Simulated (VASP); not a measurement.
# TePb (Pm-3m) in VASP: single point with PBE+D3(BJ)

Aim: the single point of TePb with PBE+D3(BJ).

Everything below comes from runs of VASP 6.6.1. Logs are shortened: lines on timing, memory, paths and dates and some standing lists are left out, and cuts for length are marked.

## (1) The structure

The structure is cubic, space group Pm-3m (No. 221). Conventional cell: a = 4.002 Å, b = 4.002 Å, c = 4.002 Å, α = 90.00°, β = 90.00°, γ = 90.00°. Te (site symmetry m-3m) has 8 Pb at 3.47 Å as nearest neighbours. Around Pb (site symmetry m-3m) lie 8 Te at 3.47 Å.

Measurements of this composition are mostly on another form, of space group No. 225.

## (2) Single point, PBE+D3(BJ)

File INCAR:

```
  PREC = Accurate
  ENCUT = 520
  EDIFF = 1E-6
  ISMEAR = 0
  SIGMA = 0.1
  LREAL = F
  LASPH = T
  NELM = 100
  ALGO = Normal
  ISIF = 2
  LWAVE = F
  LCHARG = F
  GGA = PE
  IVDW = 12
  NBANDS = 17
```

File KPOINTS:

```
Automatic mesh
0
Gamma
  4 4 4
```

File POSCAR:

```
TePb
1.0
    4.0022870000      0.0000000000      0.0000000000
    0.0000000000      4.0022870000      0.0000000000
    0.0000000000      0.0000000000      4.0022870000
Te Pb
1 1
Direct
    0.5000000000      0.5000000000      0.5000000000
    0.0000000000      0.0000000000      0.0000000000
```

Potentials or basis: VASP PAW PBE potentials, release 64 (Te, Pb_d).

Run with:

```console
$ cat potpaw_PBE.64/Te/POTCAR potpaw_PBE.64/Pb_d/POTCAR > POTCAR
$ mpirun -np 1 vasp_std > vasp.out
```

OUTCAR:

```text
PREC = Accurate
   ENCUT = 520
   EDIFF = 1E-6
   ISMEAR = 0
   LREAL = F
   LASPH = T
   NELM = 100
   ISIF = 2
   GGA = PE
   IVDW = 12
 IVDW          = 12

 ion  position               nearest neighbor table
   1  0.500  0.500  0.500-   2 3.47   2 3.47   2 3.47   2 3.47   2 3.47   2 3.47   2 3.47   2 3.47

   2  0.000  0.000  0.000-   1 3.47   1 3.47   1 3.47   1 3.47   1 3.47   1 3.47   1 3.47   1 3.47

  LATTYP: Found a simple cubic cell.
 ALAT       =     4.0022870000

  Lattice vectors:

 A1 = (   4.0022870000,   0.0000000000,   0.0000000000)
 A2 = (   0.0000000000,   4.0022870000,   0.0000000000)
 A3 = (   0.0000000000,   0.0000000000,   4.0022870000)

Analysis of symmetry for initial positions (statically):
=====================================================================
 Subroutine PRICEL returns:
 Original cell was already a primitive cell.

 Routine SETGRP: Setting up the symmetry group for a
 simple cubic supercell.

 Subroutine GETGRP returns: Found 48 space group operations
 (whereof 48 operations were pure point group operations)
 out of a pool of 48 trial point group operations.

The static configuration has the point symmetry O_h .

Analysis of symmetry for dynamics (positions and initial velocities):
=====================================================================
 Subroutine PRICEL returns:
 Original cell was already a primitive cell.

 Routine SETGRP: Setting up the symmetry group for a
 simple cubic supercell.

 Subroutine GETGRP returns: Found 48 space group operations
 (whereof 48 operations were pure point group operations)
 out of a pool of 48 trial point group operations.

The dynamic configuration has the point symmetry O_h .

 Subroutine INISYM returns: Found 48 space group operations
 (whereof 48 operations are pure point group operations),
 and found     1 'primitive' translations

----------------------------------------------------------------------------------------

                                     Primitive cell

  volume of cell :      64.1098

  direct lattice vectors                    reciprocal lattice vectors
     4.002287000  0.000000000  0.000000000     0.249857144  0.000000000  0.000000000
     0.000000000  4.002287000  0.000000000     0.000000000  0.249857144  0.000000000
     0.000000000  0.000000000  4.002287000     0.000000000  0.000000000  0.249857144

  length of vectors
     4.002287000  4.002287000  4.002287000     0.249857144  0.249857144  0.249857144

  position of ions in fractional coordinates (direct lattice)
     0.500000000  0.500000000  0.500000000
     0.000000000  0.000000000  0.000000000

  ion indices of the primitive-cell ions
   primitive index   ion index
                 1           1
                 2           2

----------------------------------------------------------------------------------------

 KPOINTS: Automatic mesh

Automatic generation of k-mesh.
 Grid dimensions read from file:
 generate k-points for:    4    4    4

 Generating k-lattice:

  Cartesian coordinates                     Fractional coordinates (reciprocal lattice)
     0.062464286  0.000000000  0.000000000     0.250000000  0.000000000  0.000000000
     0.000000000  0.062464286  0.000000000     0.000000000  0.250000000  0.000000000
     0.000000000  0.000000000  0.062464286     0.000000000  0.000000000  0.250000000

  Length of vectors
     0.062464286  0.062464286  0.062464286

  Shift w.r.t. Gamma in fractional coordinates (k-lattice)
     0.000000000  0.000000000  0.000000000

 Subroutine IBZKPT returns following result:
 ===========================================

 Found     10 irreducible k-points:

 Following reciprocal coordinates:
            Coordinates               Weight
  0.000000  0.000000  0.000000      1.000000
  0.250000  0.000000  0.000000      6.000000
  0.500000  0.000000  0.000000      3.000000
  0.250000  0.250000  0.000000     12.000000
  0.500000  0.250000  0.000000     12.000000
  0.500000  0.500000  0.000000      3.000000
  0.250000  0.250000  0.250000      8.000000
  0.500000  0.250000  0.250000     12.000000
  0.500000  0.500000  0.250000      6.000000
  0.500000  0.500000  0.500000      1.000000
   k-points           NKPTS =     10   k-points in BZ     NKDIM =     10   number of bands    NBANDS=     17
   number of dos      NEDOS =    301   number of ions     NIONS =      2
   total plane-waves  NPLWV =  27000
   dimension x,y,z NGX =    30 NGY =   30 NGZ =   30
   dimension x,y,z NGXF=    60 NGYF=   60 NGZF=   60
   ions per type =               1   1
   NGX,Y,Z   is equivalent  to a cutoff of  12.46, 12.46, 12.46 a.u.
   NGXF,Y,Z  is equivalent  to a cutoff of  24.92, 24.92, 24.92 a.u.
 SYSTEM =  unknown system
   PREC   = accura    normal or accurate (medium, high low for compatibility)
   ISTART =      0    job   : 0-new  1-cont  2-samecut
   ICHARG =      2    charge: 1-file 2-atom 10-const
   ISPIN  =      1    spin polarized calculation?
   LNONCOLLINEAR =      F non collinear calculations
   LSORBIT =      F    spin-orbit coupling
   LASPH  =      T    aspherical Exc in radial PAW
   ENCUT  =  520.0 eV  38.22 Ry    6.18 a.u.   7.44  7.44  7.44*2*pi/ulx,y,z
   NELM   =    100;   NELMIN=  2; NELMDL= -5     # of ELM steps
   EDIFF  = 0.1E-05   stopping-criterion for ELM
   LREAL  =      F    real-space projection
   EDIFFG = 0.1E-04   stopping-criterion for IOM
   NSW    =      0    number of steps for IOM
   IBRION =     -1    ionic relax: 0-MD 1-quasi-New 2-CG
   NFREE  =      0    steps in history (QN), initial steepest desc. (CG)
   ISIF   =      2    stress and relaxation
   ISYM   =      2    0-nonsym 1-usesym 2-fastsym
   POTIM  = 0.5000    time-step for ionic-motion
   TEBEG  =    0.0;   TEEND  =   0.0 temperature during run
   PSTRESS=    0.0 pullay stress
   NELECT =      20.0000    total number of electrons
   NUPDOWN=      -1.0000    fix difference up-down
   EMIN   =  10.00;   EMAX   =-10.00  energy-range for DOS
   EFERMI =   0.00;   METHOD = LEGACY
   ISMEAR =     0;   SIGMA  =   0.10  broadening in eV -4-tet -1-fermi 0-gaus
   EFERMI_NEDOS =   21; number of points for ismear=-14 and -15
   IALGO  =     38    algorithm
   IMIX   =      4    mixing-type and parameters
     AMIX     =   0.40;   BMIX     =  1.00
     AMIX_MAG =   1.60;   BMIX_MAG =  1.00
  volume/ion in A,a.u.               =      32.05       216.32
  Fermi-wavevector in a.u.,A,eV,Ry     =   1.110307  2.098177 16.773027  1.232783
  Thomas-Fermi vector in A             =   2.246857
   LORBIT       =      0    0 simple, 1 ext, 2 COOP (PROOUT), +10 PAW based schemes
   GGA     = PE    functional components
   LHFCALC =     F    Hartree Fock is set to
   AEXX    =    0.0000 exact exchange contribution
   IVDW    =    12    specifies the selected vdW correction
   LEPSILON=     F    determine dielectric tensor
   LRPA    =     F    only Hartree local field effects (RPA)
 non-spin polarized calculation
 Gauss-broadening in eV      SIGMA  =   0.10
  energy-cutoff  :      520.00
  volume of cell :       64.11
 maximum number of plane-waves:      1750
 NGX is ok and might be reduce to    30
   NGX = 15   NGY = 15   NGZ = 15

 number of electron      20.0000009 magnetization

 Free energy of the ion-electron system (eV)
  ---------------------------------------------------
  ext. energy  EPLUGINS =         0.00000000
  ---------------------------------------------------
  free energy    TOTEN  =        -6.94533115 eV

  energy without entropy =       -6.92769623  energy(sigma->0) =       -6.93651369

 E-fermi :   6.5000     XC(G=0):  -9.6752

 val. band max:        6.4509971437   @ k =   0.5000   0.2500   0.0000
 cond. band min:       6.5580227232   @ k =   0.5000   0.2500   0.2500
 fundamental gap:      0.1070255795
 Fermi energy:         6.4999921635

 k-point     1 :       0.0000    0.0000    0.0000
  band No.  band energies     occupation
      1     -10.8068      2.00000
      2     -10.8068      2.00000
      3     -10.7225      2.00000
      4     -10.7225      2.00000
      5     -10.7225      2.00000
      6      -5.7485      2.00000
[... 9 lines left out ...]
     16      16.3580      0.00000
     17      17.4217      0.00000

 k-point     2 :       0.2500    0.0000    0.0000
  band No.  band energies     occupation
      1     -10.8051      2.00000
      2     -10.7724      2.00000
      3     -10.7351      2.00000
      4     -10.7351      2.00000
      5     -10.7216      2.00000
      6      -5.2623      2.00000
[... 9 lines left out ...]
     16      15.1005      0.00000
     17      16.8539      0.00000

 k-point     3 :       0.5000    0.0000    0.0000
  band No.  band energies     occupation
      1     -10.8033      2.00000
      2     -10.7476      2.00000
      3     -10.7476      2.00000
      4     -10.7381      2.00000
      5     -10.7207      2.00000
      6      -4.3855      2.00000
[... 9 lines left out ...]
     16      17.8503      0.00000
     17      18.3412      0.00000

 k-point     4 :       0.2500    0.2500    0.0000
  band No.  band energies     occupation
      1     -10.7875      2.00000
      2     -10.7529      2.00000
      3     -10.7528      2.00000
      4     -10.7342      2.00000
      5     -10.7324      2.00000
      6      -4.8060      2.00000
[... 9 lines left out ...]
     16      14.3318      0.00000
     17      14.9276      0.00000

 k-point     5 :       0.5000    0.2500    0.0000
  band No.  band energies     occupation
      1     -10.7816      2.00000
      2     -10.7703      2.00000
      3     -10.7450      2.00000
      4     -10.7316      2.00000
      5     -10.7218      2.00000
      6      -4.0584      2.00000
[... 9 lines left out ...]
     16      15.2185      0.00000
     17      15.7365      0.00000

 k-point     6 :       0.5000    0.5000    0.0000
  band No.  band energies     occupation
      1     -10.7925      2.00000
      2     -10.7692      2.00000
      3     -10.7423      2.00000
      4     -10.7423      2.00000
      5     -10.6962      2.00000
      6      -3.6543      2.00000
[... 9 lines left out ...]
     16      14.0380      0.00000
     17      14.0380      0.00000

 k-point     7 :       0.2500    0.2500    0.2500
  band No.  band energies     occupation
      1     -10.7533      2.00000
      2     -10.7520      2.00000
      3     -10.7520      2.00000
      4     -10.7464      2.00000
      5     -10.7464      2.00000
      6      -4.3975      2.00000
[... 9 lines left out ...]
     16      14.7670      0.00000
     17      16.9388      0.00000

 k-point     8 :       0.5000    0.2500    0.2500
  band No.  band energies     occupation
      1     -10.7678      2.00000
      2     -10.7613      2.00000
      3     -10.7501      2.00000
      4     -10.7453      2.00000
      5     -10.7154      2.00000
      6      -3.7927      2.00000
[... 9 lines left out ...]
     16      15.0969      0.00000
     17      17.2809      0.00000

 k-point     9 :       0.5000    0.5000    0.2500
  band No.  band energies     occupation
      1     -10.7839      2.00000
      2     -10.7589      2.00000
      3     -10.7589      2.00000
      4     -10.7321      2.00000
      5     -10.6956      2.00000
      6      -3.4768      2.00000
[... 9 lines left out ...]
     16      17.0744      0.00000
     17      17.3603      0.00000

 k-point    10 :       0.5000    0.5000    0.5000
  band No.  band energies     occupation
      1     -10.7753      2.00000
      2     -10.7753      2.00000
      3     -10.7753      2.00000
      4     -10.6949      2.00000
      5     -10.6949      2.00000
      6      -3.2745      2.00000
[... 9 lines left out ...]
     16      19.9720      0.00000
     17      21.2466      0.00000

------------------------ aborting loop because EDIFF is reached ----------------------------------------

 Edisp (eV)   -0.84431

 E8    (eV) :    -0.4070

  FORCE on cell =-STRESS in cart. coord.  units (eV):
  Direction    XX          YY          ZZ          XY          YZ          ZX
  --------------------------------------------------------------------------------------
  -------------------------------------------------------------------------------------
  Total      -0.43875    -0.43875    -0.43875    -0.00000    -0.00000     0.00000
  in kB     -10.96475   -10.96475   -10.96475    -0.00000    -0.00000     0.00000
  external pressure =      -10.96 kB  Pullay stress =        0.00 kB

 VOLUME and BASIS-vectors are now :
 -----------------------------------------------------------------------------
  energy-cutoff  :      520.00
  volume of cell :       64.11
      direct lattice vectors                 reciprocal lattice vectors
     4.002287000  0.000000000  0.000000000     0.249857144  0.000000000  0.000000000
     0.000000000  4.002287000  0.000000000     0.000000000  0.249857144  0.000000000
     0.000000000  0.000000000  4.002287000     0.000000000  0.000000000  0.249857144

 POSITION                                       TOTAL-FORCE (eV/Angst)
 -----------------------------------------------------------------------------------
      2.00114      2.00114      2.00114         0.000000      0.000000      0.000000
      0.00000      0.00000      0.00000         0.000000      0.000000      0.000000
 -----------------------------------------------------------------------------------
    total drift:                               -0.000000     -0.000000     -0.000000

  FREE ENERGIE OF THE ION-ELECTRON SYSTEM (eV)
  ---------------------------------------------------
  free  energy   TOTEN  =        -7.7896415849 eV

  energy  without entropy=       -7.7720066668  energy(sigma->0) =       -7.78082413
```

Run time: 10 s. Hardware: 1 thread of AMD EPYC 9R14 (Zen 4), shared host; peak memory 0.14 GiB.

What came out:

| Item | Value |
| --- | --- |
| Free energy | -7.7896 eV |
| Pressure | -1.1 GPa |
| Band gap on the k mesh | none (metal or under the smearing width) |
| Dispersion energy per atom | -0.422 eV |

Caveat: the k mesh is coarse (spacing up to 0.39 Å⁻¹), so the values aren't converged; pairwise dispersion overbinds metals, which lowers pressure and volume.
